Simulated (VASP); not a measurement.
The system is Nb.

```
Nb
1.0
     0.00000    2.11500    2.11500
     2.11500    0.00000    2.11500
     2.11500    2.11500    0.00000
Nb
1
Direct
  0.00000 0.00000 0.00000
```

This isn't the form of Nb at room conditions, which is bcc.

* Program: VASP 6.6.1
* Task: single point
* Functional: PBEsol
* Potentials or basis: VASP PAW PBE potentials, release 64 (Nb_sv)
* Cutoff: 520 eV
* k mesh: 11 × 11 × 11
* Occupations: fermi-dirac, width 0.05 eV
* Spin: no spin polarisation

On this cell: pressure -7.7 GPa; band gap on the k mesh none (metal or under the smearing width).

The same run follows on a disturbed copy (cell strained at random at fixed volume):

```
CELL_PARAMETERS angstrom
-0.04103 2.19338 2.10885
2.04640 0.04981 2.01800
2.12625 2.18239 -0.03004
ATOMIC_POSITIONS crystal
Nb 0.03008 0.99603 0.99978
```

**Question.** What changes?

**Answer.** The energy (extrapolated to zero smearing) moves by -19.8 meV/atom; pressure -8.0 GPa; band gap on the k mesh none (metal or under the smearing width).

Stress tensor (GPa, compression positive):
```
 -8.65   0.45  -1.98
  0.45  -3.37   1.05
 -1.98   1.05 -12.02
```

The energy falls, though the first cell shows no forces: that form is unstable against this distortion, unless noise or another electronic state is at work.

Caveats: the PAW data sets were made with another functional, which shifts forces and pressure a little.
